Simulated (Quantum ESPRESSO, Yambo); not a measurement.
Planning a run of Yambo 5.3.0 on BeTe (F-43m). The input:

```
HF_and_locXC
gw0
dyson
cohsex
em1s
rim_cut
RandQpts= 1000000
RandGvec= 1 RL
EXXRLvcs= 88 Ry
VXCRLvcs= 352 Ry
Chimod= "HARTREE"
% BndsRnXs
 1 | 232 |
%
NGsBlkXs= 17 Ry
% LongDrXs
 1 | 1 | 1 |
%
% GbndRnge
 1 | 232 |
%
DysSolver= "n"
ExtendOut
% QPkrange
 1 | 1 | 13 | 16 |
 7 | 7 | 13 | 16 |
%
```

```sh
OMP_NUM_THREADS=1 mpirun -n 4 yambo -F gw4.in -J gw4 -C gw4 > gw4.log
```

The stored states that it reads are on a 4×4×4 mesh. Symmetry: F-43m, No. 216, cubic system. The conventional cell has a = 5.663 Å, b = 5.663 Å, c = 5.663 Å, α = 90.00°, β = 90.00°, γ = 90.00°. Be has 4 Te at 2.45 Å nearest. Nearest to Te lie 4 Be at 2.45 Å. Farther neighbours and most contacts between anions are not listed.

How long will it take on 4 MPI ranks of Arm Neoverse V1, shared host, and how much memory?

It took 2.6 min; on shared hardware allow 78 s to 5.2 min. Peak host memory was 2.0 GiB.

The screening grows as filled bands × empty bands × pairs of k points, times the square of the screening basis for the matrix.

[Paths, hosts, dates, memory and timing lines, banners, echoed tables and standing remarks are left out of the program output.]

[Logs are printed without paths, hosts, clocks, repeated set-up lines and the standing remarks that a program may print on its own settings, such as how far it seeks lower states.]

[Runs of the session that timed out or met a known fault of the program may be left out.]

[Hosts, paths, dates, database ids (printed as entryN), source tags and the programs' standing remarks are cut or masked in the printed files.]
